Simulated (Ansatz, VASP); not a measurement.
**Si in VASP and in Ansatz**

```
Si
1.0
     0.00000    2.70099    2.70099
     2.70099    0.00000    2.70099
     2.70099    2.70099    0.00000
Si
2
Direct
  0.75000 0.75000 0.75000
  0.50000 0.50000 0.50000
```

Alike in both runs: functional LDA; k mesh 10 × 10 × 10; no spin polarisation.

Ansatz relaxed the structure, and its values are those at the end. VASP's run is a single point on that final structure, the one shown.

|  | VASP | Ansatz |
| --- | --- | --- |
| version | VASP 6.6.1 | Ansatz 0.2.0 |
| potentials or method | VASP PAW LDA potentials, release 64 (Si) | scalar-relativistic, plane waves, PAW |
| plane-wave cutoff (eV) | 520 | 420 |
| occupations | gaussian, width 0.01 eV | fixed |
| valence electrons in the cell | 8 | 8 |

```csv
,VASP,Ansatz,Ansatz less VASP
gap on the k mesh at the Fermi level (eV),0.45,0.45,+0.002
least direct gap on the mesh (eV),2.53,2.53,+0.002
pressure (GPa),0.0,0.0,-0.04
```

A k mesh can miss the band edges.
